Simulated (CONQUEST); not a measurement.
# KF (Carobbiite) (Fm-3m) in CONQUEST: a series of runs

Aim: see how the results for KF (Carobbiite) move with the level of theory and the settings. Levels: PBEint, WC. Tasks: single point.

All numbers are computed with CONQUEST 1.3; they aren't measurements. Logs are shortened: lines on timing, memory, paths and dates and some standing lists are left out, and cuts for length are marked.

### Step 1. The crystal as given

The structure is cubic, space group Fm-3m (No. 225). Conventional cell: a = 5.344 Å, b = 5.344 Å, c = 5.344 Å, α = 90.00°, β = 90.00°, γ = 90.00°. K (site symmetry m-3m) is surrounded by 6 F at 2.67 Å. Around F (site symmetry m-3m) lie 6 K at 2.67 Å.

### Step 2. Single point, PBEint (edges of the box strained at random at fixed volume)

File Conquest_input:

```
IO.Title KF
IO.Coordinates coords.dat
IO.FractionalAtomicCoords T
IO.Iprint 2
IO.Iprint_init 1
General.NumberOfSpecies 2
General.PseudopotentialType hamann
General.FunctionalType -60062
General.DifferentFunctional T
AtomMove.TypeOfRun static
AtomMove.FullStress T
Grid.GridCutoff 120
DM.SolutionMethod diagon
Diag.MPMesh T
Diag.GammaCentred T
Diag.MPMeshX 5
Diag.MPMeshY 5
Diag.MPMeshZ 3
Diag.kT 0.00367493
minE.SCTolerance 1e-6
SC.MaxIters 100
IO.AtomChargeOutput T
IO.DumpChargeDensity T
IO.DumpTotPot T
%block ChemicalSpeciesLabel
1 39.100 K
2 19.000 F
%endblock
```

File coords.dat:

```
    7.0752631120     0.0000000000     0.0000000000
    0.0000000000     7.2209043044     0.0000000000
    0.0000000000     0.0000000000    10.0776335226
4
  0.0000000000   0.0000000000   0.0000000000 1 T T T
  0.5000000000   0.5000000000   0.5000000000 1 T T T
  0.0000000000   0.0000000000   0.5000000000 2 T T T
  0.5000000000   0.5000000000   0.0000000000 2 T T T
```

Potentials or basis: PseudoDojo NC PBEsol, DZP, grid cutoff 120 Ha.

The run is started by

```console
$ Conquest
```

Standard output:

```text
Simulation cell dimensions:     7.0753 a0 x     7.2209 a0 x    10.0776 a0

      Atomic coordinates (a0)
         Atom         X         Y         Z  Species
            1    0.0000    0.0000    0.0000        1
            2    3.5376    3.6105    5.0388        1
            3    0.0000    0.0000    5.0388        2
            4    3.5376    3.6105    0.0000        2

         Monkhorst-Pack mesh:   5 x   5 x   3 gamma-centred
        This calculation includes non-local pseudopotentials,
         with a maximum core radius of     11.52907648

    Job title: KF
    Job to be run: static calculation

[... 5 lines left out ...]
      Using Fermi-Dirac smearing

    Integration grid size:     36 x   36 x   60

    Integration grid spacing:  0.197 a0 x 0.201 a0 x 0.168 a0

    Number of species:  2
    --------------------------------------------------------
    |   #  mass (au)  Charge (e)  SF Rad (a0)  NSF  Label  |
    --------------------------------------------------------
    |   1     39.100       9.000       11.834   14  K      |
    |   2     19.000       7.000        4.814   13  F      |
    --------------------------------------------------------
          SCF tolerance:                 0.00000100
          SCF iterations:               100

    LibXC version:  6. 2. 2
    Using the GGA functional PBE for hybrid interfaces
    Using the GGA functional PBE for hybrid interfaces

           radial cut-off to be used is taken to be max PAO cut-off radius for this species:   11.529076

           greatest ang. mom. for making density from PAOs:  2

           radial cut-off to be used is taken to be max PAO cut-off radius for this species:    4.420713

           greatest ang. mom. for making density from PAOs:  2
    Minimum blocs/proc is     1215. Maximum blocs/proc is     1215
    set_atom_dens: In set_atomic_density, electrons :      32.000000000000
 matrix_size & matrix_size_padH =           54          54

    Screened ion int: energy:     -85.613460875982 Ha

    new_SC_potl: Starting.  Tolerance:  0.10000E-05

    PulayMixSC: Starting Pulay mixing, A_up =  0.500 A_dn =  0.500
    PulayMixSC: Spin non-polarised calculation.
          Harris-Foulkes Energy            :      -109.393218249798082 Ha
          (TS=0 as O(N) or entropic contribution is negligible)
          DFT Total Energy                 :      -109.225900014046715 Ha
          Total number of electrons        :        32.000000000001116
    PulayMixSC: Pulay iteration     1 residual:              0.57910E-02
          Harris-Foulkes Energy            :      -109.336056277801674 Ha
          (TS=0 as O(N) or entropic contribution is negligible)
          DFT Total Energy                 :      -109.309376399644151 Ha
          Total number of electrons        :        31.999997766872589
    PulayMixSC: Pulay iteration     2 residual:              0.41510E-02
          Harris-Foulkes Energy            :      -109.327507430299093 Ha
          (TS=0 as O(N) or entropic contribution is negligible)
          DFT Total Energy                 :      -109.327726148059099 Ha
          Total number of electrons        :        31.999993592008266
    PulayMixSC: Pulay iteration     3 residual:              0.12875E-02
          Harris-Foulkes Energy            :      -109.328129329313953 Ha
          (TS=0 as O(N) or entropic contribution is negligible)
          DFT Total Energy                 :      -109.327895855207373 Ha
          Total number of electrons        :        31.999988723320854
    PulayMixSC: Pulay iteration     4 residual:              0.24620E-03
          Harris-Foulkes Energy            :      -109.328049436941768 Ha
          (TS=0 as O(N) or entropic contribution is negligible)
          DFT Total Energy                 :      -109.328010539697431 Ha
          Total number of electrons        :        31.999991378026980
    PulayMixSC: Pulay iteration     5 residual:              0.98018E-04
          Harris-Foulkes Energy            :      -109.328037863160816 Ha
          (TS=0 as O(N) or entropic contribution is negligible)
          DFT Total Energy                 :      -109.328037659656246 Ha
          Total number of electrons        :        31.999991942494788
    PulayMixSC: Pulay iteration     6 residual:              0.69103E-05
          Harris-Foulkes Energy            :      -109.328037806895367 Ha
          (TS=0 as O(N) or entropic contribution is negligible)
          DFT Total Energy                 :      -109.328037753496417 Ha
          Total number of electrons        :        31.999992452234391
    PulayMixSC: Pulay iteration     7 residual:              0.34380E-05
          Harris-Foulkes Energy            :      -109.328037790138794 Ha
          (TS=0 as O(N) or entropic contribution is negligible)
          DFT Total Energy                 :      -109.328037790139177 Ha
          Total number of electrons        :        31.999992481084394
    PulayMixSC: Pulay iteration     8 residual:              0.10606E-07
    PulayMixSC: Reached SCF tolerance of  0.10606E-07 after      8 iterations
      | Number of electrons      =        31.999992
      |* band energy as 2Tr[K.H] =       -23.159471718981802 Ha
      |  screened ion-ion energy =       -85.613460875982199 Ha
      |  Ha correction           =        -1.112534006795887 Ha
      |  XC correction           =         0.557428937964459 Ha
      |* Harris-Foulkes energy   =      -109.328037790138794 Ha
      |* DFT total energy        =      -109.328037790139177 Ha
      |  estimated accuracy      =         0.000000000000384 Ha

    force: Forces on atoms (Ha/a0)
    force:  Atom   X              Y              Z
    force:     1  -0.0000000000  -0.0000000000  -0.0000000000
    force:     2  -0.0000000000  -0.0000000000  -0.0000000000
    force:     3   0.0000000000  -0.0000000000   0.0000000000
    force:     4  -0.0000000000   0.0000000000   0.0000000000

    force: Maximum force :        0.00000000(Ha/a0) on atom         1 in z direction
    force: Force Residual:        0.00000000 Ha/a0
    force: Total stress:         -0.56356664     0.00000000     0.00000000 GPa
                             0.00000000     0.05775677     0.00000000
                             0.00000000     0.00000000    -0.26580299
    force: Average pressure:      0.25720429 GPa

    force: Finished force
    get_E_and_F: Change in energy during last step of electronic optimisation:  0.16757E-07

    BIBLIOGRAPHY: Please consider citing the following references in the conquest.bib file

    CONQUEST:         Bowler2002pt, Miyazaki2004, Nakata2020
    Basis:            Bowler2019
    DM:               Bowler:2006xr
    Pseudopotentials: Hamann2013, Bowler2019
    XC references from LibXC:

    Warnings written to file Conquest_warnings; please check
```

Wall time 2.2 min (1 thread of Intel Xeon Platinum 8259CL at 2.50GHz (Skylake/Cascade Lake), shared host); peak memory 1.2 GiB.

What came out:

```yaml
Free_energy: -2974.9675 eV
Pressure: 0.3 GPa
Band_gap_on_the_k_mesh: 6.16 eV
Mulliken_charges: K +0.58; F -0.58 e
```

Caveat: the potentials were made for another functional, which shifts forces and pressure; Mulliken charges move with the basis; an odd mesh through Γ misses points on the zone boundary, where band edges often lie; the basis of atomic orbitals isn't converged, which shifts pressures, moduli and gaps.

### Step 3. Single point, WC

Changes to Conquest_input since step 2:

```diff
@@ -7,3 +7,3 @@
 General.PseudopotentialType hamann
-General.FunctionalType -60062
+General.FunctionalType 104
 General.DifferentFunctional T
@@ -11,3 +11,3 @@
 AtomMove.FullStress T
-Grid.GridCutoff 120
+Grid.GridCutoff 100
 DM.SolutionMethod diagon
@@ -17,4 +17,4 @@
 Diag.MPMeshY 5
-Diag.MPMeshZ 3
-Diag.kT 0.00367493
+Diag.MPMeshZ 4
+Diag.kT 0.00183747
 minE.SCTolerance 1e-6
```

File coords.dat:

```
    7.1404558419     0.0000000000     0.0000000000
    0.0000000000     7.1404558419     0.0000000000
    0.0000000000     0.0000000000    10.0981294922
4
  0.0000000000   0.0000000000   0.0000000000 1 T T T
  0.5000000000   0.5000000000   0.5000000000 1 T T T
  0.0000000000   0.0000000000   0.5000000000 2 T T T
  0.5000000000   0.5000000000   0.0000000000 2 T T T
```

Potentials or basis: PseudoDojo NC PBEsol, SZP, grid cutoff 100 Ha.

The run is started by

```console
$ Conquest
```

It took 2 min on 1 thread of Intel Xeon Platinum 8259CL at 2.50GHz (Skylake/Cascade Lake), shared host; peak memory 0.88 GiB.

Results (log left out):

- Free energy: -2978.4211 eV
- Pressure: -1.5 GPa
- Band gap on the k mesh: 5.98 eV
- Mulliken charges: K +0.42; F -0.42 e

Caveat: the potentials were made for another functional, which shifts forces and pressure; the atomic basis is small; Mulliken charges move with the basis; an odd mesh through Γ misses points on the zone boundary, where band edges often lie; the basis of atomic orbitals isn't converged, which shifts pressures, moduli and gaps; the real-space grid breaks the cell's symmetry a little.

### Step 4. For comparison

An earlier run on the cell as given: functional PBE; potentials or basis PseudoDojo NC PBE, DZP, grid cutoff 150 Ha; k mesh 7 × 7 × 5; occupations fermi-dirac, width 0.05 eV; no spin polarisation.

* Pressure: 0.8 GPa
* Band gap on the k mesh: 6.13 eV
* Mulliken charges: K +0.58; F -0.58 e

### Step 5. Overview

```tsv
level	potentials or basis	cell	k mesh	smearing	gap on the mesh (eV)	pressure (GPa)
PBEint	PseudoDojo NC PBEsol, DZP, grid cutoff 120 Ha	edges of the box strained at random at fixed volume	5 × 5 × 3	fermi-dirac 0.1 eV	6.16	0.3
WC	PseudoDojo NC PBEsol, SZP, grid cutoff 100 Ha	as given	5 × 5 × 4	fermi-dirac 0.05 eV	5.98	-1.5
PBE	PseudoDojo NC PBE, DZP, grid cutoff 150 Ha	as given	7 × 7 × 5	fermi-dirac 0.05 eV	6.13	0.8
```

Alike in all rows: task single point; no spin polarisation.

Caveats: an odd mesh through Γ misses points on the zone boundary, where band edges often lie; the basis of atomic orbitals isn't converged, which shifts pressures, moduli and gaps; the potentials were made for another functional, which shifts forces and pressure (some runs); the real-space grid breaks the cell's symmetry a little (some runs); the atomic basis is small (some runs); the box holds several primitive cells, so bands are folded and the points are those of the box's own zone (some runs).

Absolute energies hang on the potentials; compare differences alone.
